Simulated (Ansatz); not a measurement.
## CaO (Fm-3m): one-shot GW input and result

The calculation used Ansatz, G0W0@PBE, plasmon-pole screening, soft PAW set, first generation.

Input:

```json
{
 "crystal": {"lattice": [[0.0, 2.320825, 2.320825], [2.320825, 0.0, 2.320825], [2.320825, 2.320825, 0.0]], "atoms": [{"symbol": "Ca", "position": [0.0, 0.0, 0.0]}, {"symbol": "O", "position": [0.5, 0.5, 0.5]}]},
 "basis": {"precision": "f64", "xc_grid": 2},
 "kpoints": {"mp_grid": {"grid": [4, 4, 4], "shift": [0, 0, 0]}},
 "hamiltonian": {"xc": "pbe", "dispersion": "none", "pseudopotentials": {"kind": "paw"}},
 "magnetization": {"spin_polarized": false},
 "scf": {"lower_state_search": "off", "max_iter": 200, "occupations": {"method": "fixed"}, "convergence": {"dr2_threshold": "1e-10 eV"}},
 "output": {},
 "gw": {"n_empty_bands": 161, "ecut_chi": 200, "qp_bands": ["v1", "c1"]}
}
```

Linearised quasiparticle energies, zero at the top filled Kohn-Sham level among these points. VB is the top filled band, CB the lowest empty one. Points in brackets are given in fractions of the reciprocal vectors. The wave cutoff came out at 420 eV.

| k | band | ε_KS (eV) | Σx − Vxc (eV) | Σc (eV) | Z | ε_QP (eV) |
| --- | --- | --- | --- | --- | --- | --- |
| Γ | VB | 0.00 | -5.28 | 4.03 | 0.78 | -0.98 |
| Γ | CB | 5.64 | 4.91 | -4.14 | 0.85 | 6.29 |
| (0, -0.5, -0.5) | CB | 3.59 | 5.67 | -4.27 | 0.85 | 4.78 |

The gap (from Γ to k = (0, -0.5, -0.5)) opens from 3.59 eV to 5.76 eV.

Electronic (ion-clamped) dielectric constant on this mesh, from the head of the inverse dielectric matrix: 3.8.

Soft PAW datasets can miss an all-electron G0W0 gap by more than 5 %. The cell is a model at fixed atoms and needn't be the relaxed known crystal. The mesh is coarse, so these are values at the stated settings, not converged ones. Band sums or response are cut, so the gap isn't at its basis limit. The gap is read on the mesh, and the crystal's band edges can lie off it.
